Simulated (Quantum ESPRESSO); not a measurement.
The system is Mg.

```
Mg
1.0
    -1.77276    1.77276    1.77276
     1.77276   -1.77276    1.77276
     1.77276    1.77276   -1.77276
Mg
1
Direct
  0.00000 0.00000 0.00000
```

This isn't the form of Mg at room conditions, which is hcp.

```yaml
Program: Quantum ESPRESSO 7.5
Task: single point
Functional: PBE
Potentials_or_basis: SSSP 1.3 efficiency PBE
Cutoff: 748 eV
Density_cutoff: 5987 eV
k_mesh: 11 × 11 × 11
Occupations: fermi-dirac, width 0.05 eV
Spin: no spin polarisation
```

On this cell: pressure 0.8 GPa; band gap on the k mesh none (metal or under the smearing width).

The same run follows on a disturbed copy (cell strained at random at fixed volume):

```
CELL_PARAMETERS angstrom
-1.76811 1.75773 1.74720
1.76248 -1.78962 1.77345
1.78739 1.80889 -1.77909
ATOMIC_POSITIONS crystal
Mg 0.98579 0.98928 0.97885
```

Problem. What does the disturbed cell give?

Solution. The energy (extrapolated to zero smearing) moves by +1.0 meV/atom; pressure 0.8 GPa; band gap on the k mesh none (metal or under the smearing width).

Stress tensor (GPa, compression positive):
```
 0.80 -0.34  0.11
-0.34  0.76  0.60
 0.11  0.60  0.93
```
